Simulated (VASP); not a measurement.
# TiSi2 (Zhiqinite) (Fddd) in VASP: notebook

The runs below take TiSi2 (Zhiqinite) through relaxation of cell and atoms, with PBE+D3(BJ).

All numbers are computed with VASP 6.6.1; they aren't measurements. Logs are shortened: lines on timing, memory, paths and dates and some standing lists are left out, and cuts for length are marked.

## 1. Starting point

Symmetry: Fddd, No. 70, orthorhombic system. The conventional cell has a = 4.773 Å, b = 8.236 Å, c = 8.523 Å, α = 90.00°, β = 90.00°, γ = 90.00°. Ti (site symmetry 222) has 10 Si at 2.54 to 2.75 Å as nearest neighbours. Si (site symmetry 2) has 5 Ti at 2.54 to 2.75 Å and 5 Si at 2.54 to 2.75 Å as nearest neighbours.

## 2. Relaxation of cell and atoms, PBE+D3(BJ)

Input file INCAR:

```
SYSTEM = TiSi2
  PREC = Accurate
  ENCUT = 600
  EDIFF = 1E-6
  ISMEAR = 1
  SIGMA = 0.1
  LREAL = .FALSE.
  LASPH = .TRUE.
  NELM = 80
  ALGO = Normal
  ISIF = 3
  LWAVE = .FALSE.
  LCHARG = .FALSE.
  GGA = PE
  IVDW = 12
  IBRION = 2
  NSW = 90
  EDIFFG = -0.01
  KPAR = 2
```

Input file KPOINTS:

```
Automatic mesh
0
G
  10 10 10
  0 0 0
```

Input file POSCAR:

```
TiSi2
1.0
    0.0000000000      4.1180000000      4.2615000000
    2.3865000000      0.0000000000      4.2615000000
    2.3865000000      4.1180000000      0.0000000000
Ti Si
2 4
Direct
    0.7500000000      0.7500000000      0.7500000000
    0.5000000000      0.5000000000      0.5000000000
    0.0830000000      0.4170000000      0.0830000000
    0.4170000000      0.0830000000      0.4170000000
    0.1670000000      0.8330000000      0.1670000000
    0.8330000000      0.1670000000      0.8330000000
```

Potentials or basis: VASP PAW PBE potentials, release 64 (Ti_sv, Si).

Started as:

```sh
> cat potpaw_PBE.64/Ti_sv/POTCAR potpaw_PBE.64/Si/POTCAR > POTCAR
> mpirun -np 2 vasp_std > vasp.out
```

OUTCAR:

```text
SYSTEM = TiSi2
   PREC = Accurate
   ENCUT = 600
   EDIFF = 1E-6
   ISMEAR = 1
   LREAL = .FALSE.
   LASPH = .TRUE.
   NELM = 80
   ISIF = 3
   GGA = PE
   IVDW = 12
   IBRION = 2
   NSW = 90
   EDIFFG = -0.01
 IVDW          = 12

 ion  position               nearest neighbor table
   1  0.750  0.750  0.750-   6 2.54   5 2.54   6 2.54   5 2.54   3 2.74   4 2.74   4 2.75   4 2.75
                             3 2.75   3 2.75
   2  0.500  0.500  0.500-   3 2.54   4 2.54   3 2.54   4 2.54   5 2.74   6 2.74   5 2.75   5 2.75
                             6 2.75   6 2.75
   3  0.083  0.417  0.083-   2 2.54   2 2.54   5 2.54   5 2.54   1 2.74   4 2.75   4 2.75   4 2.75
                             1 2.75   1 2.75
   4  0.417  0.083  0.417-   2 2.54   2 2.54   6 2.54   6 2.54   1 2.74   3 2.75   3 2.75   3 2.75
                             1 2.75   1 2.75
   5  0.167  0.833  0.167-   1 2.54   1 2.54   3 2.54   3 2.54   2 2.74   6 2.75   6 2.75   6 2.75
                             2 2.75   2 2.75
   6  0.833  0.167  0.833-   1 2.54   1 2.54   4 2.54   4 2.54   2 2.74   5 2.75   5 2.75   5 2.75
                             2 2.75   2 2.75

  LATTYP: Found a face centered orthorhombic cell.
 ALAT       =     4.7730000000
 B/A-ratio  =     1.7255394930
 C/A-ratio  =     1.7856693903

  Lattice vectors:

 A1 = (   0.0000000000,   4.1180000000,   4.2615000000)
 A2 = (   2.3865000000,   0.0000000000,   4.2615000000)
 A3 = (   2.3865000000,   4.1180000000,   0.0000000000)

Analysis of symmetry for initial positions (statically):
=====================================================================
 Subroutine PRICEL returns:
 Original cell was already a primitive cell.

 Routine SETGRP: Setting up the symmetry group for a
 face centered orthorhombic supercell.

 Subroutine GETGRP returns: Found  8 space group operations
 (whereof  4 operations were pure point group operations)
 out of a pool of  8 trial point group operations.

The static configuration has the point symmetry D_2 .
 The point group associated with its full space group is D_2h.

Analysis of symmetry for dynamics (positions and initial velocities):
=====================================================================
 Subroutine PRICEL returns:
 Original cell was already a primitive cell.

 Routine SETGRP: Setting up the symmetry group for a
 face centered orthorhombic supercell.

 Subroutine GETGRP returns: Found  8 space group operations
 (whereof  4 operations were pure point group operations)
 out of a pool of  8 trial point group operations.

The dynamic configuration has the point symmetry D_2 .
 The point group associated with its full space group is D_2h.

 Subroutine INISYM returns: Found  8 space group operations
 (whereof  4 operations are pure point group operations),
[... 91 lines left out ...]
   ions per type =               2   4
   NGX,Y,Z   is equivalent  to a cutoff of  13.47, 13.61, 13.97 a.u.
   NGXF,Y,Z  is equivalent  to a cutoff of  26.93, 27.23, 27.94 a.u.
 SYSTEM =  TiSi2
   PREC   = accura    normal or accurate (medium, high low for compatibility)
   ISTART =      0    job   : 0-new  1-cont  2-samecut
   ICHARG =      2    charge: 1-file 2-atom 10-const
   ISPIN  =      1    spin polarized calculation?
   LNONCOLLINEAR =      F non collinear calculations
   LSORBIT =      F    spin-orbit coupling
   LASPH  =      T    aspherical Exc in radial PAW
   ENCUT  =  600.0 eV  44.10 Ry    6.64 a.u.  11.84  9.76  9.51*2*pi/ulx,y,z
   NELM   =     80;   NELMIN=  2; NELMDL= -5     # of ELM steps
   EDIFF  = 0.1E-05   stopping-criterion for ELM
   LREAL  =      F    real-space projection
   EDIFFG = -.1E-01   stopping-criterion for IOM
   NSW    =     90    number of steps for IOM
   IBRION =      2    ionic relax: 0-MD 1-quasi-New 2-CG
   NFREE  =      1    steps in history (QN), initial steepest desc. (CG)
   ISIF   =      3    stress and relaxation
   ISYM   =      2    0-nonsym 1-usesym 2-fastsym
   POTIM  = 0.5000    time-step for ionic-motion
   TEBEG  =    0.0;   TEEND  =   0.0 temperature during run
   PSTRESS=    0.0 pullay stress
   NELECT =      40.0000    total number of electrons
   NUPDOWN=      -1.0000    fix difference up-down
   EMIN   =  10.00;   EMAX   =-10.00  energy-range for DOS
   EFERMI =   0.00;   METHOD = LEGACY
   ISMEAR =     1;   SIGMA  =   0.10  broadening in eV -4-tet -1-fermi 0-gaus
   EFERMI_NEDOS =   21; number of points for ismear=-14 and -15
   IALGO  =     38    algorithm
   IMIX   =      4    mixing-type and parameters
     AMIX     =   0.40;   BMIX     =  1.00
     AMIX_MAG =   1.60;   BMIX_MAG =  1.00
  volume/ion in A,a.u.               =      13.96        94.21
  Fermi-wavevector in a.u.,A,eV,Ry     =   1.279621  2.418133 22.278591  1.637430
  Thomas-Fermi vector in A             =   2.412096
   LORBIT       =      0    0 simple, 1 ext, 2 COOP (PROOUT), +10 PAW based schemes
   GGA     = PE    functional components
   LHFCALC =     F    Hartree Fock is set to
   AEXX    =    0.0000 exact exchange contribution
   IVDW    =    12    specifies the selected vdW correction
   LEPSILON=     F    determine dielectric tensor
   LRPA    =     F    only Hartree local field effects (RPA)
 conjugate gradient relaxation of ions
 non-spin polarized calculation
 Methfessel and Paxton  Order N= 1 SIGMA  =   0.10
  energy-cutoff  :      600.00
  volume of cell :       83.76
 maximum number of plane-waves:      2842
   NGX = 23   NGY = 19   NGZ = 19

--------------------------------------- Ionic step        1  -------------------------------------------

 number of electron      40.0000000 magnetization

 Free energy of the ion-electron system (eV)
  ---------------------------------------------------
  ext. energy  EPLUGINS =         0.00000000
  ---------------------------------------------------
  free energy    TOTEN  =       -40.68270472 eV

  energy without entropy =      -40.68343136  energy(sigma->0) =      -40.68294693

------------------------ aborting loop because EDIFF is reached ----------------------------------------

 Edisp (eV)   -3.23719

 E8    (eV) :    -1.4111
[... 343 lines left out ...]
--------------------------------------- Ionic step        9  -------------------------------------------

 number of electron      39.9999999 magnetization

 Free energy of the ion-electron system (eV)
  ---------------------------------------------------
  ext. energy  EPLUGINS =         0.00000000
  ---------------------------------------------------
  free energy    TOTEN  =       -40.63035089 eV

  energy without entropy =      -40.63053009  energy(sigma->0) =      -40.63041062

 E-fermi :  10.5521     XC(G=0): -11.8722

 val. band max:       10.5517873144   @ k =  -0.3000   0.2000   0.1000
 cond. band min:      10.5593377056   @ k =   0.0000   0.2000   0.2000
 fundamental gap:      0.0075503912
 Fermi energy:        10.5521444114

 k-point     1 :       0.0000    0.0000    0.0000
  band No.  band energies     occupation
      1     -45.6056      2.00000
      2     -45.5727      2.00000
      3     -22.0116      2.00000
      4     -21.9884      2.00000
      5     -21.9080      2.00000
      6     -21.8916      2.00000
[... 637 lines left out ...]
     23      13.3047      0.00000
     24      13.6833      0.00000

 [... further k-points ...]

------------------------ aborting loop because EDIFF is reached ----------------------------------------

 Edisp (eV)   -3.33393

 E8    (eV) :    -1.4537
[... 29 lines left out ...]
  FREE ENERGIE OF THE ION-ELECTRON SYSTEM (eV)
  ---------------------------------------------------
  free  energy   TOTEN  =       -43.9642814365 eV

  energy  without entropy=      -43.9644606380  energy(sigma->0) =      -43.96434117

 reached required accuracy - stopping structural energy minimisation
```

Run time: 9.5 min. Hardware: 2 MPI ranks of Intel Xeon 6975P-C (Granite Rapids), shared host; peak memory 0.53 GiB.

Results:

- Free energy: -43.9643 eV
- Relaxed volume: 13.57 Å³/atom
- Relaxed cell: a = 5.866 Å, b = 4.847 Å, c = 4.704 Å, α = 75.77°, β = 53.22°, γ = 51.01°
- Space group after relaxing (to 0.05 Å): Fddd (No. 70)
- Energy gained by relaxing: 7.4 meV/atom
- Ionic steps: 9
- Pressure after relaxing: 0.0 GPa
- Band gap on the k mesh: none (metal or under the smearing width)
- Dispersion energy per atom: -0.556 eV

Step by step:
```
step  energy change (eV)  largest force (eV/Å)  pressure (GPa)  volume (Å³)
   1              0.0000                0.1969           -4.15        83.76
   2             -0.0131                0.1353            4.10        79.45
   3             -0.0354                0.1661            0.24        81.31
   4             -0.0407                0.1150            0.15        81.26
   5             -0.0412                0.0899            0.14        81.24
   6             -0.0442                0.0167            0.05        81.34
   7             -0.0444                0.0042            0.03        81.37
   8             -0.0444                0.0058            0.03        81.37
   9             -0.0444                0.0004           -0.01        81.40
```

Final structure:
```
CELL_PARAMETERS angstrom
0.00000 4.06492 4.22977
2.36708 0.00000 4.22977
2.36708 4.06492 0.00000
ATOMIC_POSITIONS crystal
Ti 0.75000 0.75000 0.75000
Ti 0.50000 0.50000 0.50000
Si 0.08650 0.41350 0.08650
Si 0.41350 0.08650 0.41350
Si 0.16350 0.83650 0.16350
Si 0.83650 0.16350 0.83650
```

Levels at points of the mesh, in eV from the Fermi level:
| k point | band 16 | band 17 | band 18 | band 19 | band 20 | band 21 | band 22 | band 23 | band 24 |
| --- | --- | --- | --- | --- | --- | --- | --- | --- | --- |
| (0.00, 0.00, 0.00) | -2.57 | -2.33 | -2.04 | -1.77 | -1.37 | -0.95 | 2.14 | 3.25 | 3.56 |
| (0.50, 0.00, 0.00) | -2.50 | -1.99 | -1.08 | -0.03 | 0.16 | 1.06 | 1.43 | 1.76 | 2.34 |
| (0.50, 0.50, 0.00) | -3.02 | -1.56 | -1.56 | -1.01 | -1.01 | 0.76 | 0.76 | 3.36 | 3.36 |
| (0.50, 0.00, 0.50) | -2.41 | -2.40 | -2.40 | -0.87 | -0.87 | 1.34 | 1.34 | 3.45 | 3.45 |
| (0.00, 0.50, 0.50) | -1.27 | -1.17 | -1.17 | -0.64 | -0.64 | 0.88 | 0.88 | 2.40 | 2.40 |

Caveat: pairwise dispersion overbinds metals, which lowers pressure and volume.

## 3. Relaxation of cell and atoms, PBE+D3(BJ)

This run uses another cell than the first one, of 13.57 Å³/atom, 0.972 times its volume.

Edit INCAR of step 2 so:

```diff
@@ -3,3 +3,3 @@
   ENCUT = 600
-  EDIFF = 1E-6
+  EDIFF = 1E-7
   ISMEAR = 1
@@ -17,3 +17,3 @@
   NSW = 90
-  EDIFFG = -0.01
+  EDIFFG = -0.005
   KPAR = 2
```

KPOINTS is that of step 2.

Input file POSCAR:

```
TiSi2                                   
1.0
    0.0000000000      4.0649170772      4.2297733783
    2.3670773553      0.0000000000      4.2297733783
    2.3670773553      4.0649170772      0.0000000000
  Ti              Si            
     2     4
Direct
     0.7500000000000000    0.7500000000000000    0.7500000000000000
     0.5000000000000000    0.5000000000000000    0.5000000000000000
     0.0865029636624878    0.4134970363375122    0.0865029636624878
     0.4134970363375122    0.0865029636624878    0.4134970363375122
     0.1634970363375122    0.8365029636624880    0.1634970363375122
     0.8365029636624880    0.1634970363375122    0.8365029636624880
```

Potentials or basis: VASP PAW PBE potentials, release 64 (Ti_sv, Si).

Started as:

```sh
> cat potpaw_PBE.64/Ti_sv/POTCAR potpaw_PBE.64/Si/POTCAR > POTCAR
> mpirun -np 2 vasp_std > vasp.out
```

OUTCAR:

```text
SYSTEM = TiSi2
   PREC = Accurate
   ENCUT = 600
   EDIFF = 1E-7
   ISMEAR = 1
   LREAL = .FALSE.
   LASPH = .TRUE.
   NELM = 80
   ISIF = 3
   GGA = PE
   IVDW = 12
   IBRION = 2
   NSW = 90
   EDIFFG = -0.005
 IVDW          = 12

 ion  position               nearest neighbor table
   1  0.750  0.750  0.750-   6 2.52   5 2.52   6 2.52   5 2.52   4 2.71   4 2.71   3 2.71   3 2.71
                             3 2.74   4 2.74
   2  0.500  0.500  0.500-   3 2.52   4 2.52   3 2.52   4 2.52   5 2.71   5 2.71   6 2.71   6 2.71
                             5 2.74   6 2.74
   3  0.087  0.413  0.087-   5 2.50   5 2.50   2 2.52   2 2.52   4 2.66   1 2.71   1 2.71   1 2.74
                             4 2.75   4 2.75
   4  0.413  0.087  0.413-   6 2.50   6 2.50   2 2.52   2 2.52   3 2.66   1 2.71   1 2.71   1 2.74
                             3 2.75   3 2.75
   5  0.163  0.837  0.163-   3 2.50   3 2.50   1 2.52   1 2.52   6 2.66   2 2.71   2 2.71   2 2.74
                             6 2.75   6 2.75
   6  0.837  0.163  0.837-   4 2.50   4 2.50   1 2.52   1 2.52   5 2.66   2 2.71   2 2.71   2 2.74
                             5 2.75   5 2.75

  LATTYP: Found a face centered orthorhombic cell.
 ALAT       =     4.7341547106
[... 256 lines left out ...]

 k-point     1 :       0.0000    0.0000    0.0000
  band No.  band energies     occupation
      1     -45.5999      2.00000
      2     -45.5669      2.00000
      3     -22.0063      2.00000
      4     -21.9827      2.00000
      5     -21.9026      2.00000
      6     -21.8861      2.00000
[... 637 lines left out ...]
     23      13.3098      0.00000
     24      13.6892      0.00000

 [... further k-points ...]

------------------------ aborting loop because EDIFF is reached ----------------------------------------

 Edisp (eV)   -3.33518

 E8    (eV) :    -1.4542

  FORCE on cell =-STRESS in cart. coord.  units (eV):
  Direction    XX          YY          ZZ          XY          YZ          ZX
  --------------------------------------------------------------------------------------
  -------------------------------------------------------------------------------------
  Total       0.00692     0.02008     0.00918     0.00000     0.00000     0.00000
  in kB       0.13618     0.39533     0.18079     0.00000     0.00000     0.00000
  external pressure =        0.24 kB  Pullay stress =        0.00 kB

 VOLUME and BASIS-vectors are now :
 -----------------------------------------------------------------------------
  energy-cutoff  :      600.00
  volume of cell :       81.37
      direct lattice vectors                 reciprocal lattice vectors
     0.000000000  4.063545602  4.229559109    -0.211225845  0.123045254  0.118215631
     2.367134572  0.000000000  4.229559109     0.211225845 -0.123045254  0.118215631
     2.367134572  4.063545602  0.000000000     0.211225845  0.123045254 -0.118215631

 POSITION                                       TOTAL-FORCE (eV/Angst)
 -----------------------------------------------------------------------------------
      3.55070      6.09532      6.34434        -0.000000     -0.000000     -0.000000
      2.36713      4.06355      4.22956         0.000000     -0.000000      0.000000
      1.18357      0.70300      2.11478         0.000000     -0.000374      0.000000
      1.18357      3.36055      2.11478         0.000000      0.000374      0.000000
      2.36713      1.32877      4.22956        -0.000000      0.000374      0.000000
      2.36713      6.79832      4.22956        -0.000000     -0.000374      0.000000
 -----------------------------------------------------------------------------------
    total drift:                               -0.000000     -0.000000      0.000000

  FREE ENERGIE OF THE ION-ELECTRON SYSTEM (eV)
  ---------------------------------------------------
  free  energy   TOTEN  =       -43.9636682417 eV

  energy  without entropy=      -43.9638381561  energy(sigma->0) =      -43.96372488

 reached required accuracy - stopping structural energy minimisation
```

It took 3.9 min on 2 MPI ranks of Intel Xeon 6975P-C (Granite Rapids), shared host; peak memory 0.52 GiB.

Results:

* Free energy: -43.9637 eV
* Relaxed volume: 13.56 Å³/atom
* Relaxed cell: a = 5.865 Å, b = 4.847 Å, c = 4.703 Å, α = 75.77°, β = 53.23°, γ = 51.00°
* Space group after relaxing (to 0.05 Å): Fddd (No. 70)
* Energy gained by relaxing: 0.0 meV/atom
* Ionic steps: 2
* Pressure after relaxing: 0.0 GPa
* Band gap on the k mesh: none (metal or under the smearing width)
* Dispersion energy per atom: -0.556 eV

Final structure:
```
Ti Si
1.0
     0.00000    4.06355    4.22956
     2.36713    0.00000    4.22956
     2.36713    4.06355    0.00000
Ti Si
2 4
Direct
  0.75000 0.75000 0.75000
  0.50000 0.50000 0.50000
  0.08650 0.41350 0.08650
  0.41350 0.08650 0.41350
  0.16350 0.83650 0.16350
  0.83650 0.16350 0.83650
```

Levels at points of the mesh, in eV from the Fermi level:
| k point | band 17 | band 18 | band 19 | band 20 | band 21 | band 22 | band 23 | band 24 |
| --- | --- | --- | --- | --- | --- | --- | --- | --- |
| (0.00, 0.00, 0.00) | -2.33 | -2.04 | -1.78 | -1.37 | -0.95 | 2.14 | 3.25 | 3.55 |
| (0.50, 0.00, 0.00) | -1.99 | -1.08 | -0.03 | 0.16 | 1.06 | 1.43 | 1.76 | 2.34 |
| (0.50, 0.50, 0.00) | -1.56 | -1.56 | -1.01 | -1.01 | 0.76 | 0.76 | 3.36 | 3.36 |
| (0.50, 0.00, 0.50) | -2.40 | -2.40 | -0.87 | -0.87 | 1.34 | 1.34 | 3.45 | 3.45 |
| (0.00, 0.50, 0.50) | -1.17 | -1.17 | -0.64 | -0.64 | 0.88 | 0.88 | 2.40 | 2.40 |

Caveat: pairwise dispersion overbinds metals, which lowers pressure and volume.
